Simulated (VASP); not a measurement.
# OCH4 in VASP: settings compared

The runs below take OCH4 through single point, with RPBE+D3(BJ), optB86b-vdW, rev-vdW-DF2, LDA.

All numbers are computed with VASP 6.6.1; they aren't measurements. Logs are shortened: lines on timing, memory, paths and dates and some standing lists are left out, and cuts for length are marked.

## (1) The molecule as given

The cell holds a molecule in a box, 6 atoms: a = 12.772 Å, b = 13.272 Å, c = 13.772 Å, α = 90.00°, β = 90.00°, γ = 90.00°.

## (2) Single point, RPBE+D3(BJ)

File INCAR:

```
PREC     = Accurate       # precision mode
ENCUT    = 400            # plane-wave cutoff, eV
EDIFF    = 1E-6           # SCF threshold, eV
ISMEAR   = 0              # smearing method
SIGMA    = 0.01           # smearing width, eV
LREAL    = False          # projectors in reciprocal space
LASPH    = True           # aspherical terms in the spheres
NELM     = 80             # most SCF steps
ALGO     = Fast           # electronic algorithm
ISIF     = 2              # what is computed and relaxed
LWAVE    = False          # write WAVECAR
LCHARG   = False          # write CHGCAR
GGA      = RP             # functional
IVDW     = 12             # dispersion correction
NBANDS   = 16             # bands
ISYM     = 0
```

File KPOINTS:

```
Automatic mesh
0
Gamma
  1 1 1
```

File POSCAR:

```
H4CO                                    
1.0
   12.7722774153      0.0000000000      0.0000000000
    0.0000000000     13.2722774153      0.0000000000
    0.0000000000      0.0000000000     13.7722774153
  O               C               H             
     1     1     4
Selective dynamics
Direct
     0.5814554605000026    0.4957380617999974    0.4800698287999978   F   F   F
     0.4709007345168943    0.4985833375410336    0.4959323125790473   T   T   T
     0.6154968736400552    0.5348561371265734    0.5307142176538949   T   T   T
     0.4484521455929876    0.4646677748428786    0.5661815079560640   T   T   T
     0.4354390133414563    0.4537911774680984    0.4375645801328557   T   T   T
     0.4391236648754287    0.5758974078562713    0.4918117471126108   T   T   T
```

Potentials or basis: VASP PAW PBE potentials, release 64 (O, C, H).

Launch:

```sh
> cat potpaw_PBE.64/O/POTCAR potpaw_PBE.64/C/POTCAR potpaw_PBE.64/H/POTCAR > POTCAR
> mpirun -np 4 vasp_gam > vasp.out
```

OUTCAR:

```text
PREC = Accurate
   ENCUT = 400
   EDIFF = 1E-6
   ISMEAR = 0
   LREAL = False
   LASPH = True
   NELM = 80
   ISIF = 2
   GGA = RP
   IVDW = 12
   ISYM = 0
 IVDW          = 12

 ion  position               nearest neighbor table
   1  0.581  0.496  0.480-   3 0.97   2 1.43
   2  0.471  0.499  0.496-   5 1.10   4 1.10   6 1.10   1 1.43
   3  0.615  0.535  0.531-   1 0.97
   4  0.448  0.465  0.566-   2 1.10
   5  0.435  0.454  0.438-   2 1.10
   6  0.439  0.576  0.492-   2 1.10

IMPORTANT INFORMATION: All symmetrisations will be switched off!
NOSYMM: (Re-)initialisation of all symmetry stuff for point group C_1.

----------------------------------------------------------------------------------------

                                     Primitive cell

  volume of cell :    2334.6380

  direct lattice vectors                    reciprocal lattice vectors
    12.772277415  0.000000000  0.000000000     0.078294572  0.000000000  0.000000000
     0.000000000 13.272277415  0.000000000     0.000000000  0.075345019  0.000000000
     0.000000000  0.000000000 13.772277415     0.000000000  0.000000000  0.072609632

  length of vectors
    12.772277415 13.272277415 13.772277415     0.078294572  0.075345019  0.072609632

  position of ions in fractional coordinates (direct lattice)
     0.581455461  0.495738062  0.480069829
     0.470900735  0.498583338  0.495932313
     0.615496874  0.534856137  0.530714218
     0.448452146  0.464667775  0.566181508
     0.435439013  0.453791177  0.437564580
     0.439123665  0.575897408  0.491811747

  ion indices of the primitive-cell ions
   primitive index   ion index
                 1           1
                 2           2
                 3           3
                 4           4
                 5           5
                 6           6

----------------------------------------------------------------------------------------

 KPOINTS: Automatic mesh

Automatic generation of k-mesh.
 Grid dimensions read from file:
 generate k-points for:    1    1    1

 Generating k-lattice:

  Cartesian coordinates                     Fractional coordinates (reciprocal lattice)
     0.078294572  0.000000000  0.000000000     1.000000000  0.000000000  0.000000000
     0.000000000  0.075345019  0.000000000     0.000000000  1.000000000  0.000000000
     0.000000000  0.000000000  0.072609632     0.000000000  0.000000000  1.000000000

  Length of vectors
     0.078294572  0.075345019  0.072609632

  Shift w.r.t. Gamma in fractional coordinates (k-lattice)
     0.000000000  0.000000000  0.000000000

 Subroutine IBZKPT returns following result:
 ===========================================

 Found      1 irreducible k-points:

 Following reciprocal coordinates:
            Coordinates               Weight
  0.000000  0.000000  0.000000      1.000000
   k-points           NKPTS =      1   k-points in BZ     NKDIM =      1   number of bands    NBANDS=     16
   number of dos      NEDOS =    301   number of ions     NIONS =      6
   total plane-waves  NPLWV = 680400
   dimension x,y,z NGX =    84 NGY =   90 NGZ =   90
   dimension x,y,z NGXF=   168 NGYF=  180 NGZF=  180
   ions per type =               1   1   4
   NGX,Y,Z   is equivalent  to a cutoff of  10.93, 11.27, 10.86 a.u.
   NGXF,Y,Z  is equivalent  to a cutoff of  21.87, 22.55, 21.73 a.u.
 SYSTEM =  unknown system
   PREC   = accura    normal or accurate (medium, high low for compatibility)
   ISTART =      0    job   : 0-new  1-cont  2-samecut
   ICHARG =      2    charge: 1-file 2-atom 10-const
   ISPIN  =      1    spin polarized calculation?
   LNONCOLLINEAR =      F non collinear calculations
   LSORBIT =      F    spin-orbit coupling
   LASPH  =      T    aspherical Exc in radial PAW
   ENCUT  =  400.0 eV  29.40 Ry    5.42 a.u.  20.83 21.64 22.46*2*pi/ulx,y,z
   NELM   =     80;   NELMIN=  2; NELMDL= -5     # of ELM steps
   EDIFF  = 0.1E-05   stopping-criterion for ELM
   LREAL  =      F    real-space projection
   EDIFFG = 0.1E-04   stopping-criterion for IOM
   NSW    =      0    number of steps for IOM
   IBRION =     -1    ionic relax: 0-MD 1-quasi-New 2-CG
   NFREE  =      0    steps in history (QN), initial steepest desc. (CG)
   ISIF   =      2    stress and relaxation
   ISYM   =      0    0-nonsym 1-usesym 2-fastsym
   POTIM  = 0.5000    time-step for ionic-motion
   TEBEG  =    0.0;   TEEND  =   0.0 temperature during run
   PSTRESS=    0.0 pullay stress
   NELECT =      14.0000    total number of electrons
   NUPDOWN=      -1.0000    fix difference up-down
   EMIN   =  10.00;   EMAX   =-10.00  energy-range for DOS
   EFERMI =   0.00;   METHOD = LEGACY
   ISMEAR =     0;   SIGMA  =   0.01  broadening in eV -4-tet -1-fermi 0-gaus
   EFERMI_NEDOS =   21; number of points for ismear=-14 and -15
   IALGO  =     68    algorithm
   IMIX   =      4    mixing-type and parameters
     AMIX     =   0.40;   BMIX     =  1.00
     AMIX_MAG =   1.60;   BMIX_MAG =  1.00
  volume/ion in A,a.u.               =     389.11      2625.82
  Fermi-wavevector in a.u.,A,eV,Ry     =   0.297425  0.562052  1.203595  0.088462
  Thomas-Fermi vector in A             =   1.162901
   LORBIT       =      0    0 simple, 1 ext, 2 COOP (PROOUT), +10 PAW based schemes
   GGA     = RP    functional components
   LHFCALC =     F    Hartree Fock is set to
   AEXX    =    0.0000 exact exchange contribution
   IVDW    =    12    specifies the selected vdW correction
   LEPSILON=     F    determine dielectric tensor
   LRPA    =     F    only Hartree local field effects (RPA)
 non-spin polarized calculation
 RMM-DIIS sequential band-by-band and
 Gauss-broadening in eV      SIGMA  =   0.01
  energy-cutoff  :      400.00
  volume of cell :     2334.64
 maximum number of plane-waves:     21186
 NGX is ok and might be reduce to    84
   NGX = 41   NGY = 43   NGZ = 45

 number of electron      13.9999998 magnetization

 Free energy of the ion-electron system (eV)
  ---------------------------------------------------
  ext. energy  EPLUGINS =         0.00000000
  ---------------------------------------------------
  free energy    TOTEN  =       -29.94769192 eV

  energy without entropy =      -29.94769192  energy(sigma->0) =      -29.94769192

 E-fermi :  -6.1398     XC(G=0):  -0.4118

 val. band max:       -6.1976801647   @ k =   0.0000   0.0000   0.0000
 cond. band min:      -0.7307337551   @ k =   0.0000   0.0000   0.0000
 fundamental gap:      5.4669464096
 Fermi energy:        -6.1398187639

 k-point     1 :       0.0000    0.0000    0.0000
  band No.  band energies     occupation
      1     -25.3916      2.00000
      2     -16.7659      2.00000
      3     -12.3508      2.00000
      4     -10.4946      2.00000
      5     -10.2018      2.00000
      6      -7.8937      2.00000
[... 8 lines left out ...]
     15       1.1584      0.00000
     16       1.2791      0.00000

------------------------ aborting loop because EDIFF is reached ----------------------------------------

 Edisp (eV)   -0.27462

 E8    (eV) :    -0.1086

  FORCE on cell =-STRESS in cart. coord.  units (eV):
  Direction    XX          YY          ZZ          XY          YZ          ZX
  --------------------------------------------------------------------------------------
  -------------------------------------------------------------------------------------
  Total      -0.50968    -1.06158    -0.96418     0.00769     0.08669    -0.06097
  in kB      -0.34978    -0.72852    -0.66168     0.00528     0.05949    -0.04184
  external pressure =       -0.58 kB  Pullay stress =        0.00 kB

 VOLUME and BASIS-vectors are now :
 -----------------------------------------------------------------------------
  energy-cutoff  :      400.00
  volume of cell :     2334.64
      direct lattice vectors                 reciprocal lattice vectors
    12.772277415  0.000000000  0.000000000     0.078294572  0.000000000  0.000000000
     0.000000000 13.272277415  0.000000000     0.000000000  0.075345019  0.000000000
     0.000000000  0.000000000 13.772277415     0.000000000  0.000000000  0.072609632

 POSITION                                       TOTAL-FORCE (eV/Angst)
 -----------------------------------------------------------------------------------
      7.42651      6.57957      6.61165         0.272130     -0.014970     -0.053689
      6.01447      6.61734      6.83012        -0.212483     -0.000465      0.024645
      7.86130      7.09876      7.30914        -0.039533      0.005555      0.012344
      5.72776      6.16720      7.79761         0.001686      0.013086      0.020832
      5.56155      6.02284      6.02626        -0.023109     -0.017890     -0.023626
      5.60861      7.64347      6.77337         0.001309      0.014684      0.019493
 -----------------------------------------------------------------------------------
    total drift:                                0.000331      0.001264     -0.000837

  FREE ENERGIE OF THE ION-ELECTRON SYSTEM (eV)
  ---------------------------------------------------
  free  energy   TOTEN  =       -30.2223111341 eV

  energy  without entropy=      -30.2223111341  energy(sigma->0) =      -30.22231113
```

stdout:

```text
POSCAR found type information on POSCAR O C H
 POSCAR found :  3 types and       6 ions
 scaLAPACK will be used
 -----------------------------------------------------------------------------
|                                                                             |
|                                                                             |
|     You enforced a specific xc type in the INCAR file but a different       |
|     I HOPE YOU KNOW WHAT YOU ARE DOING!                                     |
|                                                                             |
 -----------------------------------------------------------------------------

 LDA part: xc-table for (Slater+PW92), standard interpolation
 POSCAR, INCAR and KPOINTS ok, starting setup
 FFT: planning ... GRIDC
 FFT: planning ... GRID_SOFT
 FFT: planning ... GRID
 WAVECAR not read
 entering main loop
```

It took 19 s on 4 MPI ranks of Intel Xeon 6975P-C (Granite Rapids), shared host; peak memory 0.47 GiB.

Results:

* Free energy: -30.2223 eV
* Largest force: 0.278 eV/Å
* Gap between the frontier levels: 5.47 eV
* Dispersion energy per atom: -0.046 eV

Forces in eV/Å, atoms in the order of the input:
```
O    0.272 -0.015 -0.054
C   -0.212  0.000  0.025
H   -0.040  0.006  0.012
H    0.002  0.013  0.021
H   -0.023 -0.018 -0.024
H    0.001  0.015  0.019
```

Levels at points of the mesh, in eV from the valence-band top:
| k point | band 3 | band 4 | band 5 | band 6 | band 7 | band 8 | band 9 | band 10 | band 11 | band 12 |
| --- | --- | --- | --- | --- | --- | --- | --- | --- | --- | --- |
| (0.00, 0.00, 0.00) | -6.15 | -4.30 | -4.00 | -1.70 | 0.00 | 5.47 | 6.10 | 6.53 | 6.64 | 6.70 |

Caveat: the cutoff is under 1.25 times the usual one of these potentials, so pressure, stress and relaxed cells hold a basis-set (Pulay) error; the PAW data sets were made with another functional, which shifts forces and pressure a little. Expect the measured gap to be larger: semilocal functionals such as RPBE lack the derivative discontinuity.

## (3) Single point, optB86b-vdW

Edit INCAR of step 2 so:

```diff
@@ -12,4 +12,7 @@
 LCHARG   = False          # write CHGCAR
-GGA      = RP             # functional
-IVDW     = 12             # dispersion correction
+GGA      = MK             # functional
+LUSE_VDW = True         
+AGGAC    = 0.0          
+PARAM1   = 0.1234       
+PARAM2   = 1.0          
 NBANDS   = 16             # bands
```

KPOINTS is that of step 2.

POSCAR is that of step 2.

Potentials or basis: VASP PAW PBE potentials, release 64 (O, C, H).

Launch:

```sh
> cat potpaw_PBE.64/O/POTCAR potpaw_PBE.64/C/POTCAR potpaw_PBE.64/H/POTCAR > POTCAR
> mpirun -np 4 vasp_gam > vasp.out
```

It took 5 min on 4 MPI ranks of Intel Xeon 6975P-C (Granite Rapids), shared host; peak memory 1.2 GiB.

Results (log left out):

- Free energy: -26.7855 eV
- Largest force: 0.074 eV/Å
- Gap between the frontier levels: 5.38 eV

Forces on the atoms (eV/Å):
```
O   -0.021 -0.022 -0.030
C   -0.016 -0.023 -0.031
H    0.037  0.039  0.051
H    0.012  0.004  0.031
H   -0.022 -0.026 -0.035
H    0.010  0.029  0.014
```

Levels at points of the mesh, in eV from the valence-band top:
```csv
k point,band 5,band 6,band 7,band 8,band 9,band 10
"(0.00, 0.00, 0.00)",-3.97,-1.66,0.00,5.38,6.00,6.45
```

Caveat: the cutoff is under 1.25 times the usual one of these potentials, so pressure, stress and relaxed cells hold a basis-set (Pulay) error; the PAW data sets were made with another functional, which shifts forces and pressure a little.

## (4) Single point, rev-vdW-DF2

Edit INCAR of step 3 so:

```diff
@@ -16,3 +16,4 @@
 PARAM1   = 0.1234       
-PARAM2   = 1.0          
+PARAM2   = 0.711357     
+ZAB_VDW  = -1.8867      
 NBANDS   = 16             # bands
```

KPOINTS is that of step 3.

POSCAR is that of step 3.

Launch:

```sh
> cat potpaw_PBE.64/O/POTCAR potpaw_PBE.64/C/POTCAR potpaw_PBE.64/H/POTCAR > POTCAR
> mpirun -np 4 vasp_gam > vasp.out
```

It took 4.6 min on 4 MPI ranks of Intel Xeon 6975P-C (Granite Rapids), shared host; peak memory 1.2 GiB.

Results (log left out):

```yaml
Free_energy: -27.3054 eV
Largest_force: 0.078 eV/Å
Gap_between_the_frontier_levels: 5.42 eV
```

Forces in eV/Å, atoms in the order of the input:
```
O   -0.028 -0.017 -0.021
C   -0.031 -0.027 -0.035
H    0.048  0.038  0.048
H    0.015  0.009  0.018
H   -0.018 -0.018 -0.024
H    0.015  0.015  0.014
```

Levels at points of the mesh, in eV from the valence-band top:
| k point | band 3 | band 4 | band 5 | band 6 | band 7 | band 8 | band 9 | band 10 | band 11 | band 12 |
| --- | --- | --- | --- | --- | --- | --- | --- | --- | --- | --- |
| (0.00, 0.00, 0.00) | -6.12 | -4.26 | -3.97 | -1.65 | 0.00 | 5.42 | 6.06 | 6.55 | 6.60 | 6.67 |

Caveat: the cutoff is under 1.25 times the usual one of these potentials, so pressure, stress and relaxed cells hold a basis-set (Pulay) error; the PAW data sets were made with another functional, which shifts forces and pressure a little.

(Part 1 of 2 ends here.)
